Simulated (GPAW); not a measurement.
CdS (Hawleyite):

```
Cd S
1.0
     0.00000    2.91650    2.91650
     2.91650    0.00000    2.91650
     2.91650    2.91650    0.00000
Cd S
1 1
Direct
  0.00000 0.00000 0.00000
  0.75000 0.75000 0.75000
```

* Program: GPAW 26.7.0
* Task: single point
* Functional: PBE
* Potentials or basis: GPAW PAW data sets (gpaw-data 1.2.1)
* Cutoff: 600 eV
* Basis: pw
* k mesh: 8 × 8 × 8
* Occupations: fermi-dirac, width 0.05 eV
* Spin: no spin polarisation

On this cell: pressure 2.6 GPa; largest force zero by symmetry; band gap on the k mesh 1.13 eV, direct.

The same run follows on a disturbed copy (atoms moved at random, drawn with an rms of 0.05 Å):

```
Cd S
1.0
     0.00000    2.91650    2.91650
     2.91650    0.00000    2.91650
     2.91650    2.91650    0.00000
Cd S
1 1
Cartesian
  0.0554 -0.0401 0.0351
  4.3656 4.3702 4.3626
```

Q: What does the disturbed cell give?

A: The energy moves by +11.0 meV/atom; pressure 2.8 GPa; largest force 0.531 eV/Å; band gap on the k mesh 1.12 eV, direct.

Forces on the atoms (eV/Å):
```
Cd  -0.367  0.248 -0.293
S    0.367 -0.248  0.293
```

Stress tensor (GPa, compression positive):
```
 2.75 -1.23  1.01
-1.23  2.85 -1.57
 1.01 -1.57  2.81
```

